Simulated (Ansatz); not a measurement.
## Zn in Ansatz: convergence with basis error

Input of the first run (basis error 0.03 eV/atom); the others differ in this setting and in those tied to it:

File input.yaml:

```yaml
crystal:
  lattice:
    - [0.0, 1.964776, 1.964776]
    - [1.964776, 0.0, 1.964776]
    - [1.964776, 1.964776, 0.0]
  atoms:
    - { symbol: Zn, position: [0.0, 0.0, 0.0] }
kpoints:
  mp_grid: { grid: [12, 12, 12] }
scf:
  occupations: { method: fermi_dirac, width: 0.05 }
hamiltonian:
  xc: pbe
  pseudopotentials: { kind: all_electron, lapw: { basis_error: 0.03 } }
output:
  forces: true
  stress: true
  eigenvalues: true
```

Potentials or basis: all-electron LAPW, scalar-relativistic.

Launch:

```console
$ ansatz run input.yaml --threads 1 --pin off --max-ram 3072MiB --backend cpu --events-out ev --progress --plain --runs-dir out
```

This isn't the form of Zn at room conditions, which is hcp.

Hardware: 1 thread of Arm Neoverse V2, on a shared host.

```tsv
basis error	energy less the tightest run, at zero smearing (meV/atom)	pressure (GPa)	SCF cycles	CPU time (s)	peak memory (GiB)
0.03 eV/atom	5.73	-0.08	6	1.8	0.2
0.01 eV/atom	1.66	-0.13	6	2.1	0.21
0.003 eV/atom	0.45	-0.15	6	2.5	0.22
0.001 eV/atom	0.13	-0.15	6	3	0.24
0.0003 eV/atom	0.03	-0.16	6	4	0.25
0.0001 eV/atom	0.00	-0.16	6	5	0.28
```

Against the tightest run, the energy stays within 1 meV/atom from 0.003 eV/atom on; the pressure stays within 0.1 GPa from 0.03 eV/atom on. The tightest run that finished is the yardstick and may itself not be fully converged.
